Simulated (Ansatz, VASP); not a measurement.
One calculation of Cs, two programs

```
Cs
1.0
    -3.02250    3.02250    2.96205
     3.02250   -3.02250    2.96205
     3.02250    3.02250   -2.96205
Cs
1
Direct
  0.00000 0.00000 0.00000
```

Change from the starting cell: zz strain of -2 %.

Alike in both runs: task single point; functional LDA; k mesh 9 × 9 × 9; occupations fermi-dirac, width 0.05 eV; no spin polarisation.

```csv
,VASP,Ansatz
version,VASP 6.6.1,Ansatz 0.2.0
potentials or method,"VASP PAW LDA potentials, release 64 (Cs_sv), cutoff 520 eV","all-electron LAPW, scalar-relativistic"
```

```csv
,VASP,Ansatz,Ansatz less VASP
pressure (GPa),-0.3,-0.2,+0.01
```

Ansatz ran all-electron here, so the differences hold the error of VASP's frozen core and of both bases.

The runs have no spin-orbit coupling, so splittings on Cs are missing.
